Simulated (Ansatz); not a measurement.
## ZnS and a variant

Base: an entry of the Crystallography Open Database (COD), whose atoms a relaxation with PBE at fixed cell left in place.

```yaml
crystal:
  lattice:
    - [3.82270, 0.00000, 0.00000]
    - [-1.91135, 3.31056, 0.00000]
    - [0.00000, 0.00000, 6.26070]
  atoms:
    - { symbol: Zn, position: [0.33333, 0.66667, 0.00000] }
    - { symbol: Zn, position: [0.66667, 0.33333, 0.50000] }
    - { symbol: S, position: [0.33333, 0.66667, 0.37480] }
    - { symbol: S, position: [0.66667, 0.33333, 0.87480] }
```

Sites (sets of like atoms) are named by element and the number of their first atom in this list.

Method: Kohn–Sham DFT in Ansatz, PBE, plane waves and PAW, scalar-relativistic, 420 eV cutoff, Γ-centred 13×13×7 k-points, Fermi–Dirac smearing 0.02 eV.

(1) Variant: z stretched by 1 %, ions relaxed. What happens to the gradients (10²¹ V/m²)?

## Answers

(1) 

| site | atoms | V_zz base | η base | V_zz variant | η variant |
| --- | --- | --- | --- | --- | --- |
| Zn | 1, 2 | 0.051 | 0.00 | 0.11 | 0.00 |
| S | 3, 4 | 0.22 | 0.00 | 0.56 | 0.00 |

The largest change of V_zz is on S, from 0.22 to 0.56.
